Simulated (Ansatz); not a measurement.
Crystal: SiC (Moissanite).

```
CELL_PARAMETERS angstrom
3.07600 0.00000 0.00000
-1.53800 2.66389 0.00000
0.00000 0.00000 5.04800
ATOMIC_POSITIONS crystal
Si 0.66667 0.33333 0.50000
Si 0.33333 0.66667 0.00000
C 0.66667 0.33333 0.88500
C 0.33333 0.66667 0.38500
```

A run of Ansatz 0.2.0 on this cell left the log below. Logs are shortened: lines on timing, memory, paths and dates and some standing lists are left out, and cuts for length are marked.

```text
Warning: RAYON_NUM_THREADS=2 ignored (pool sized by the plan → 2); use --threads N
scf.n_extra_bands = 10 over 8 filled bands (N_el = 16.0): the run solves 18 bands
Engine: ansatz 0.2.0, x86_64-unknown-linux-gnu
Pseudopotentials: kind: paw
Pseudopotential: Si, paw, valence charge 4, recommended cutoff 420 eV (normal), Si.paw.azcp
Pseudopotential: C, paw, valence charge 4, recommended cutoff 420 eV (normal), C.paw.azcp
Functional definition: PBEsol
  exchange = pbesol_x
  correlation = pbesol_c
Crystal: 4 atoms, lattice volume = 41.364 Å³
Basis set: ecut = 420 eV, 785 PW (Γ), exchange–correlation on 48×48×72 points (8 copies of the dense FFT grid, shifted against one another)
Bands: 18, of which v1, the nominal top of the filled ones, is band 8 counted from 1 (7 counted from 0)
Symmetry: 12 space group operations
Space group: P63mc (ITA 186), of the structure as read, at distance tolerance 3.5e-5 Å
k-points: 42 of 500 (time reversal used)
Non-local potential: Si, projectors of the file, l = 0: 2, l = 1: 2, l = 2: 2
Non-local potential: C, projectors of the file, l = 0: 2, l = 1: 2, l = 2: 1
PAW form: soft (Blöchl's): semilocal exchange-correlation on the pseudo side does not see the compensation charge
PAW frozen core: Si, regenerated for the run's functional, and the local potential with it (the file was generated under x = pbe(κ = 0.804, μ = 0.2195149727645171), c = pbe(β = 0.06672455060314922))
PAW frozen core: C, regenerated for the run's functional, and the local potential with it (the file was generated under x = pbe(κ = 0.804, μ = 0.2195149727645171), c = pbe(β = 0.06672455060314922))
PAW one-centre angular grid: Si, 110 points (default); XC on 64 Gauss nodes
PAW one-centre angular grid: C, 110 points (default); XC on 64 Gauss nodes
Initial density: superposition of atomic densities (neutral atoms: chi_scale 0, normalization atom), corrected by the library's trained network
Initial wavefunctions: pseudopotential atomic-orbital guess
Functional: x = pbesol(κ = 0.804, μ = 0.12345679012345678), c = pbesol(β = 0.046)
SCF iter   1: F=—  HF=-1737.378819 eV  |F-HF|=—  |Δ(HF+E_count)|=         —  Δρ=8.44e-3  dr2=3.60e-2  ethr=1.77e-3  ⟨swp⟩=5.3  Hψ=4353  notcnv=0  defer=11
preconditioner: auto → none  [insulator: Δε(μ)=2.213 eV  Ē_g=14.986 eV  σ=0.050 eV  W_gap=1.00  n_scr=2 (ndim 8)  ℏωp=23.1 eV  f_vac=0.000  D(μ)=0.00/eV (n_scr^D=0)  ε∞_Penn≈3.4]
SCF iter   2: F=—  HF=-1737.369618 eV  |F-HF|=—  |Δ(HF+E_count)|=   9.20e-3  Δρ=2.80e-3  dr2=4.08e-3  ethr=2.25e-4  ⟨swp⟩=1.8  Hψ=1208  notcnv=0  defer=121
SCF iter   3: F=—  HF=-1737.368419 eV  |F-HF|=—  |Δ(HF+E_count)|=   1.20e-3  Δρ=3.02e-4  dr2=3.02e-5  ethr=2.55e-5  ⟨swp⟩=2.4  Hψ=933  notcnv=0  defer=121
SCF iter   4: F=—  HF=-1737.368423 eV  |F-HF|=—  |Δ(HF+E_count)|=   4.07e-6  Δρ=4.77e-5  dr2=4.85e-7  ethr=1.89e-7  ⟨swp⟩=2.4  Hψ=968  notcnv=0  defer=121
iter 5 did not close the SCF: its close was put off for the readings that it lacked (scf_convergence_deferred on its scf_iter line)
SCF iter   5: F=-1737.368423 eV  HF=-1737.368423 eV  |F-HF|=9.41e-11  |Δ(HF+E_count)|=   5.88e-8  Δρ=4.68e-6  dr2=5.53e-9  ethr=3.03e-9  ⟨swp⟩=2.3  Hψ=878  notcnv=0  defer=121
SCF iter   6: F=-1737.368423 eV  HF=-1737.368423 eV  |F-HF|=4.23e-11  |Δ(HF+E_count)|=   1.87e-9  Δρ=4.25e-7  dr2=6.95e-11  ethr=3.46e-11  ⟨swp⟩=5.4  Hψ=3538  notcnv=0
SCF 1 converged in 6 iterations: F = -1737.368423 eV  dr2 = 6.95e-11
  greatest PAW one-centre occupation: 0.643 electrons in one spin orbital (limit 2), on the C atom at site 3 (counted from 0), in its partial waves of l = 0
NSCF: frozen V_eff on 129 k-points
SCF converged after 6 iterations
Free energy (F): -1737.368423 eV
Harris-Foulkes:  -1737.368423 eV  (|F-HF|=4.23e-11)
Internal energy: -1737.368423 eV  (E = F + TS)
E sigma→0 (E₀):  -1737.368423 eV
Fermi energy:    10.848274 eV
--- Per-component energies (eV) ---
  E_band       = 56.220025
  E_kinetic    = 270.811593
  E_local      = -209.800630  (includes V_loc(G=0)·N_el)
  E_nonlocal   = 103.963408
  E_hartree    = 64.145435
  E_xc         = -209.347575
  E_vxc        = -218.435364  (∫ρ·V_xc dr)
  E_paw        = -1188.675120  (= ΣΔE_a)
  E_vpaw       = -18.609794  (= ΣTr[D̂ρ^β])
  E_aug_tail   = 0.000028  (compensation charges beyond the density's cutoff)
  E_ewald      = -568.570884
  E_core_change = 0.105322  (= ΣΔE_core)
  E_smearing   = -0.000000  (= −TS)
  E_closure    = 0.000000  (closes the sum)
  Σ components = -1737.368423   (vs F -1737.368423, Δ=0.00e0)
--- Forces (eV/Å), atoms counted from 1 ---
  atom   1  Si     0.00000000     0.00000000     0.74732355
  atom   2  Si    -0.00000000    -0.00000000     0.74732355
  atom   3  C      0.00000000     0.00000000    -0.74733177
  atom   4  C      0.00000000    -0.00000000    -0.74733177
  max |Σ_I F_I| component: 1.64e-5 eV/Å
--- Stress (GPa, compression-positive) ---
        1.886022       0.000000       0.000000
       -0.000000       1.886022       0.000000
        0.000000       0.000000      -2.990533
  P = ⅓ Tr σ = 0.2605 GPa (2.605 kbar)
--- Band table (eV; the first three rows and the last of 42) ---
  k-point 0: bands = ["-6.0213", "-2.4841", "0.9653", "8.1597", "8.1597", "9.4455", "9.4455", "9.7187", "14.2788", "15.6744", "16.1538", "16.1538", "17.2016", "18.3597", "18.3597", "20.9354", "21.0081", "21.0081"]
  k-point 1: bands = ["-5.8261", "-3.1954", "1.9992", "8.2664", "8.2664", "8.6380", "9.3039", "9.3039", "14.4578", "16.2216", "16.2216", "16.4740", "16.7192", "17.9482", "17.9482", "20.4614", "21.6409", "21.6409"]
  k-point 2: bands = ["-5.2496", "-4.3286", "4.0707", "6.4324", "8.5595", "8.5595", "8.9543", "8.9543", "14.9822", "15.7967", "16.5352", "16.5352", "17.1678", "17.1678", "17.9402", "19.3429", "23.3103", "23.3103"]
  k-point 41: bands = ["-1.5013", "-1.1495", "1.7429", "2.0636", "3.6556", "4.4369", "7.4747", "7.9240", "14.3441", "14.4969", "15.2883", "16.4881", "19.3436", "19.7402", "20.5656", "20.8811", "22.6938", "22.9236"]
```

Q: What input gives this log?

A: Band structure with PBEsol, no spin polarisation. The files as run (others can give the same):

input.yaml
```yaml
crystal:
  lattice:
    - [3.076, 0.0, 0.0]
    - [-1.538, 2.663894142, 0.0]
    - [0.0, 0.0, 5.048]
  atoms:
    - { symbol: Si, position: [0.6666666667, 0.3333333333, 0.5] }
    - { symbol: Si, position: [0.3333333333, 0.6666666667, 0.0] }
    - { symbol: C, position: [0.6666666667, 0.3333333333, 0.885] }
    - { symbol: C, position: [0.3333333333, 0.6666666667, 0.385] }
hamiltonian:
  xc: pbesol
  pseudopotentials: { kind: paw }
kpoints:
  mp_grid: { grid: [10, 10, 5] }
  band_path:
    path:
      - [[0.0, 0.0, 0.0], [0.5, 0.0, 0.0], [0.3333333333, 0.3333333333, 0.0], [0.0, 0.0, 0.0], [0.0, 0.0, 0.5], [0.5, 0.0, 0.5], [0.3333333333, 0.3333333333, 0.5], [0.0, 0.0, 0.5]]
      - [[0.5, 0.0, 0.5], [0.5, 0.0, 0.0]]
      - [[0.3333333333, 0.3333333333, 0.0], [0.3333333333, 0.3333333333, 0.5]]
    npoints: 14
scf:
  occupations: { method: fermi_dirac, width: 0.05 }
  n_extra_bands: 10
output:
  forces: true
  stress: true
  eigenvalues: true
  fatbands: false
```

Potentials or basis: Ansatz PAW.
Run with:
```console
$ ansatz run input.yaml --threads 2 --pin off --max-ram 5632MiB --backend cpu --events-out ev --progress --plain --runs-dir out
```

Caveat: the k mesh misses the band edges, so the gap on the mesh is wider than the one along the path; the PAW data sets come from PBE, with cores solved anew for the run's functional, which leaves a small shift of forces and pressure.
